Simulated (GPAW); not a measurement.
Runs of GPAW 26.7.0 on TiO2. Symmetry: P4_2/mnm, No. 136, tetragonal system. Conventional cell: a = 4.600 Å, b = 4.600 Å, c = 2.959 Å, α = 90.00°, β = 90.00°, γ = 90.00°. Around Ti (site symmetry mmm) lie 6 O at 1.95 to 1.98 Å. O (site symmetry m2m) is surrounded by 3 Ti at 1.95 to 1.98 Å. The cell is a database's computed one.

```csv
task,level,potentials or basis,cell,k mesh,cutoff (eV),maxiter,optimizer,fmax,max steps,target pressure,gap on the mesh (eV),pressure (GPa),largest force (eV/Å)
relaxation of cell and atoms,r2SCAN,"GPAW PAW data sets (gpaw-data 1.2.1), pw",relaxed,4 × 4 × 6,800,150,LBFGS,0.01 eV/Å,40,-,2.22,0.1,0.01
relaxation of cell and atoms,PW91+D3(BJ),"PAW data sets generated in the run's folder for this functional, pw",relaxed to 2 GPa,4 × 4 × 6,800,150,BFGS,0.02 eV/Å,60,2 GPa,(c),1.9,0.01
single point,LDA,"the program's PAW data sets (release 1.2.1) made for this functional, pw",as given,5 × 5 × 7,650,80,-,-,-,-,1.79,-10.9,0.10
band structure,LDA,"JTH PAW 2.0, LDA, pw",as given,4 × 4 × 6,800,150,-,-,-,-,1.77,-9.1,0.12
band structure,r2SCAN,"GPAW PAW data sets (gpaw-data 1.2.1), pw",as given,4 × 4 × 6,800,150,-,-,-,-,2.22,(a),(b)
```

Alike in all rows: no spin polarisation; smearing fermi-dirac 0.05 eV.

Fill in the values left out.

(a) 0.5; (b) 0.02; (c) 1.86.

Caveats: later steps reuse the first step's grids (some runs); the PAW data sets were made with another functional, which shifts forces and pressure a little (some runs); the cutoff is short for stress and forces, so pressures can be off by a GPa or more (some runs); an odd mesh through Γ misses points on the zone boundary, where band edges often lie (some runs); the program truncates these outside data sets (some runs).

Runs at the PBE level aren't shown here.
